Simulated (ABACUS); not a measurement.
Si2Mo:

```
Mo Si
1.0
    -1.60000    1.60000    3.93050
     1.60000   -1.60000    3.93050
     1.60000    1.60000   -3.93050
Mo Si
1 2
Cartesian
  0.0000 0.0000 0.0000
  0.0000 0.0000 5.2433
  0.0000 0.0000 2.6177
```

A run of ABACUS 3.10.1 on this cell left the log below. Logs are shortened: lines on timing, memory, paths and dates and some standing lists are left out, and cuts for length are marked.

```text
ABACUS v3.10.1

               Atomic-orbital Based Ab-initio Computation at UStc

 ------------------------------------------------------------------------------------

 READING GENERAL INFORMATION
                           global_out_dir = OUT.Si2Mo/
                           global_in_card = INPUT
                               pseudo_dir = ./
                              orbital_dir =
                                    DSIZE = 4
                                    GSIZE = 1

 READING UNITCELL INFORMATION
                                    ntype = 2
                  lattice constant (Bohr) = 1.88973
              lattice constant (Angstrom) = 1

 READING ATOM TYPE 1
                               atom label = Mo
                      L=0, number of zeta = 1
                      L=1, number of zeta = 1
                      L=2, number of zeta = 1
             number of atom for this type = 1

 READING ATOM TYPE 2
                               atom label = Si
                      L=0, number of zeta = 1
                      L=1, number of zeta = 1
                      L=2, number of zeta = 1
             number of atom for this type = 2

                        TOTAL ATOM NUMBER = 3
DIRECT COORDINATES
    atom                   x                   y                   z     mag                  vx                  vy                  vz
taud_Mo1            0.0000000000        0.0000000000        0.0000000000  0.0000        0.0000000000        0.0000000000        0.0000000000
taud_Si1            0.6670000000        0.6670000000        0.0000000000  0.0000        0.0000000000        0.0000000000        0.0000000000
taud_Si2            0.3330000000        0.3330000000        0.0000000000  0.0000        0.0000000000        0.0000000000        0.0000000000

                          Volume (Bohr^3) = 271.609
                             Volume (A^3) = 40.2483

 Lattice vectors: (Cartesian coordinate: in unit of a_0)
                 -1.6                +1.6             +3.9305
                 +1.6                -1.6             +3.9305
                 +1.6                +1.6             -3.9305
 Reciprocal vectors: (Cartesian coordinate: in unit of 2 pi/a_0)
                   +0             +0.3125            +0.12721
              +0.3125                  +0            +0.12721
[... 320 lines left out ...]
 E_Hartree      30.0184976426        408.4226133394
 E_xc           -27.1741258532       -369.7229497731
 E_Ewald        -125.5005609185      -1707.5227306879
 E_entropy(-TS) -0.0001653559        -0.0022497818
 E_descf        0.0000000000         0.0000000000
 E_exx          0.0000000000         0.0000000000
 E_Fermi        1.1833400140         16.1001668615
----------------------------------------------------------

 charge density convergence is achieved
 final etot is -2144.1318958 eV
 EFERMI = 16.100166862 eV

 STATE ENERGY(eV) AND OCCUPATIONS    NSPIN == 1
 1/41 kpoint (Cartesian) = 0.0000 0.0000 0.0000 (3413 pws)
       1       -44.6601     0.00115741
       2       -18.8212     0.00115741
       3       -18.7217     0.00115741
       4       -18.7217     0.00115741
       5        2.62988     0.00115741
       6        9.75073     0.00115741
       7        12.6224     0.00115741
       8        13.0743     0.00115741
       9        13.4348     0.00115741
      10        13.4348     0.00115741
      11        16.5056    3.47847e-07
      12        19.1701    2.50135e-30
      13        19.7363    3.02347e-35
      14        19.7363    3.02347e-35
      15        20.1506    7.62255e-39
[... 71 lines left out ...]
       2       -18.9598     0.00925926
       3       -18.8026     0.00925926
       4       -18.6993     0.00925926
       5        5.46268     0.00925926
       6        7.57624     0.00925926
       7        11.1223     0.00925926
       8        11.7783     0.00925926
       9        13.5739     0.00925926
      10        13.6891     0.00925926
      11        15.3595     0.00925926
      12        18.1384    1.82924e-20
      13        19.3533    5.13594e-31
      14        19.5066    2.39132e-32
      15        20.5159    4.09094e-41

[... levels at 35 further k points ...]

------------------------------------------------------------------------------------------
 TOTAL-FORCE (eV/Angstrom)
------------------------------------------------------------------------------------------
                       Mo1         0.0000000000         0.0000000000         0.0000000000
                       Si1         0.0000000000         0.0000000000        -0.2753178192
                       Si2         0.0000000000         0.0000000000         0.2753178192
------------------------------------------------------------------------------------------

----------------------------------------------------------------
 TOTAL-STRESS (KBAR)
----------------------------------------------------------------
        27.1937536230        -0.0000000000        -0.0000000000
        -0.0000000000        27.1937536230         0.0000000000
        -0.0000000000        -0.0000000000        15.5390380218
----------------------------------------------------------------
 TOTAL-PRESSURE: 23.308848 KBAR

 --------------------------------------------
 !FINAL_ETOT_IS -2144.1318958195224695 eV
 --------------------------------------------
```

**Question.** Write the input and the command behind it.

**Answer.** Single point with PBE, no spin polarisation. The files as run (others can give the same):

INPUT
```
INPUT_PARAMETERS
suffix              Si2Mo
calculation         scf
basis_type          pw
pseudo_dir          ./
symmetry            1
dft_functional      pbe
ecutwfc             81
pseudo_rcut         10
nspin               1
nbands              15
ks_solver           dav
smearing_method     fd
smearing_sigma      0.00367493
scf_thr             1e-08
scf_nmax            100
mixing_type         broyden
mixing_beta         0.7
cal_force           1
cal_stress          1
kpar                4
```

STRU
```
ATOMIC_SPECIES
Mo 95.9500 Mo.upf
Si 28.0850 Si.upf

LATTICE_CONSTANT
1.8897261246

LATTICE_VECTORS
-1.6000000000 1.6000000000 3.9305000000
1.6000000000 -1.6000000000 3.9305000000
1.6000000000 1.6000000000 -3.9305000000

ATOMIC_POSITIONS
Direct

Mo
0.0
1
0.0000000000 0.0000000000 0.0000000000 1 1 1

Si
0.0
2
0.6670000000 0.6670000000 0.0000000000 1 1 1
0.3330000000 0.3330000000 0.0000000000 1 1 1
```

KPT
```
K_POINTS
0
Gamma
12 12 12 0 0 0
```

Potentials or basis: PseudoDojo NC SR 0.4.1 PBE standard, plane waves.
Run with:
```console
$ OMP_NUM_THREADS=1 mpirun -np 4 abacus > log
```

Caveat: there are fewer bands than atomic start orbitals, so a level may be missed at k points of high symmetry.
